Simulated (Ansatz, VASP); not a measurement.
This is a calculation of CsSnI3 for Ansatz 0.2.0. 

File input.yaml:

```yaml
crystal:
  lattice:
    - [6.2057, 0.0, 0.0]
    - [0.0, 6.2057, 0.0]
    - [0.0, 0.0, 6.2057]
  atoms:
    - { symbol: Cs, position: [0.0, 0.0, 0.0] }
    - { symbol: I, position: [0.5, 0.5, 0.0] }
    - { symbol: I, position: [0.5, 0.0, 0.5] }
    - { symbol: I, position: [0.0, 0.5, 0.5] }
    - { symbol: Sn, position: [0.5, 0.5, 0.5] }
hamiltonian:
  xc: pbe
  pseudopotentials: { kind: paw }
kpoints:
  mp_grid: { grid: [4, 4, 4] }
scf:
  occupations: { method: fermi_dirac, width: 0.05 }
output:
  forces: true
  stress: true
  eigenvalues: true
relax:
  f_tol: 0.01
  max_steps: 40
  cell: { stress_tol: 0.05 }
```

Potentials or basis: Ansatz PAW.

The run is started by

```console
$ ansatz run input.yaml --threads 2 --pin off --max-ram 5632MiB --backend cpu --events-out ev --progress --plain --runs-dir out
```

Translate it to VASP 6.6.1. Potentials or basis there: PBE PAW files Cs_sv, I, Sn_d, release 54, 600 eV.

As run (cutoffs and basis follow the program's own potentials, and thresholds, step limits or extra output files can differ):

Contents of INCAR:

```
PREC = Accurate
ENCUT = 600
EDIFF = 1E-7
ISMEAR = -1
SIGMA = 0.05
LREAL = F
LASPH = T
NELM = 100
ALGO = Normal
ISIF = 3
LWAVE = F
LCHARG = F
GGA = PE
IBRION = 2
NSW = 40
EDIFFG = -0.01
```

File KPOINTS:

```
regular mesh
0
Gamma
  4 4 4
```

Contents of POSCAR:

```
CsSnI3
1.0
    6.2057000000      0.0000000000      0.0000000000
    0.0000000000      6.2057000000      0.0000000000
    0.0000000000      0.0000000000      6.2057000000
Cs I Sn
1 3 1
Direct
    0.0000000000      0.0000000000      0.0000000000
    0.5000000000      0.5000000000      0.0000000000
    0.5000000000      0.0000000000      0.5000000000
    0.0000000000      0.5000000000      0.5000000000
    0.5000000000      0.5000000000      0.5000000000
```

Potentials or basis: VASP PAW PBE potentials, release 54 (Cs_sv, I, Sn_d).

Command:

```sh
$ cat potpaw_PBE.54/Cs_sv/POTCAR potpaw_PBE.54/I/POTCAR potpaw_PBE.54/Sn_d/POTCAR > POTCAR
$ mpirun -np 1 vasp_std > vasp.out
```

Both were run:

|  | Ansatz | VASP |
| --- | --- | --- |
| Relaxed volume | 50.01 Å³/atom | 50.12 Å³/atom |
| Relaxed cell | a = 6.300 Å, b = 6.300 Å, c = 6.300 Å, α = 90.00°, β = 90.00°, γ = 90.00° | a = 6.305 Å, b = 6.305 Å, c = 6.305 Å, α = 90.00°, β = 90.00°, γ = 90.00° |
| Space group after relaxing | Pm-3m (No. 221) | Pm-3m (No. 221) |
| Pressure after relaxing | 0.0 GPa | 0.0 GPa |

Ansatz's pressure holds a Pulay term of +0.01 GPa for its cutoff of 420 eV, which the other run lacks.

The potentials hold 74 and 44 valence electrons a cell.

Where Ansatz's input types no cutoff or centring, it takes its own default and a Γ-centred mesh.

Pressure is positive in compression.
